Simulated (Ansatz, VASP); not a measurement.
Two plane-wave programs on CoSi2

INCAR

```
SYSTEM = CoSi2
PREC = Accurate ; ENCUT = 520
EDIFF = 1E-6 ; ISMEAR = 0
SIGMA = 0.1 ; LREAL = .False.
LASPH = .True. ; NELM = 80
ALGO = Normal ; ISIF = 2
LWAVE = .False. ; LCHARG = .False.
GGA = PE ; NBANDS = 16
```

Contents of KPOINTS:

```
Automatic mesh
0
Gamma
  6 6 6
  0 0 0
```

File POSCAR:

```
CoSi2
1.0
    0.0000000000      2.6780000000      2.6780000000
    2.6780000000      0.0000000000      2.6780000000
    2.6780000000      2.6780000000      0.0000000000
Co Si
1 2
Direct
    0.0000000000      0.0000000000      0.0000000000
    0.2500000000      0.2500000000      0.2500000000
    0.7500000000      0.7500000000      0.7500000000
```

Input for Ansatz:

```yaml
crystal:
  lattice:
    - [0.0, 2.678, 2.678]
    - [2.678, 0.0, 2.678]
    - [2.678, 2.678, 0.0]
  atoms:
    - { symbol: Co, position: [0.0, 0.0, 0.0] }
    - { symbol: Si, position: [0.25, 0.25, 0.25] }
    - { symbol: Si, position: [0.75, 0.75, 0.75] }
basis:
  ecutwfc: 420
kpoints:
  mp_grid: { grid: [6, 6, 6] }
hamiltonian:
  xc: pbe
scf:
  occupations: { method: gaussian, width: 0.1 }
output:
  forces: true
  stress: true
  eigenvalues: true
```

Alike in both runs: task single point; functional PBE; k mesh 6 × 6 × 6; occupations gaussian, width 0.1 eV; no spin polarisation.

|  | VASP | Ansatz |
| --- | --- | --- |
| version | VASP 6.6.1 | Ansatz 0.2.0 |
| potentials or method | VASP PAW PBE potentials, release 64 (Co, Si) | scalar-relativistic, plane waves, PAW |
| plane-wave cutoff (eV) | 520 | 420 |
| valence electrons in the cell | 17 | 25 |

VASP gave:

| Property | Result |
| --- | --- |
| gap on the k mesh at the Fermi level (eV) | none |
| pressure (GPa) | 0.2 |

**Question.** Which values does Ansatz return?

**Answer.** gap on the k mesh at the Fermi level (eV): none; pressure (GPa): 0.4.

A gap of «none» marks a metal or a gap that the smearing closes. The functional is the same, so the differences come from potentials, cutoffs and numerics. The two sets of potentials don't hold the same shells in valence.

Spin polarisation is off, so any magnetic state and its effect on volume and gap are missing.
